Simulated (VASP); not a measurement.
I, 2 atoms in the cell. Symmetry: P6_3/mmc, No. 194, hexagonal system. The conventional cell has a = 3.602 Å, b = 3.602 Å, c = 6.794 Å, α = 90.00°, β = 90.00°, γ = 120.00°. I (site symmetry -6m2) is surrounded by 12 I at 3.60 to 3.98 Å. The cell was built by a generator and needn't be a form met in nature.

```yaml
Program: VASP 6.6.1
Task: relaxation of the atoms
Functional: PBE
Potentials_or_basis: VASP PAW PBE potentials, release 64 (I)
Cutoff: 520 eV
k_mesh: 11 × 11 × 5
Occupations: fermi-dirac, width 0.1 eV
Spin: no spin polarisation
Dipole_correction: no
Further_INCAR_settings: ALGO = Normal; EDIFF = 1e-07; IBRION = 2; EDIFFG = -0.01; NSW = 80
```

Potentials or basis: VASP PAW PBE potentials, release 64 (I).

The run is started by

```bash
$ cat potpaw_PBE.64/I/POTCAR > POTCAR
$ mpirun -np 1 vasp_std > vasp.out
```

Hardware: 1 thread of Intel(R) Xeon(R) Platinum 8488C (Sapphire Rapids), with other jobs on the host.

Question: How long does it take, and how much memory?

Answer: It took 94 s on 1 thread of Intel(R) Xeon(R) Platinum 8488C (Sapphire Rapids), on a shared host, peak memory 0.24 GiB. Counts: scf iterations 12, k points 108, ion steps 1.
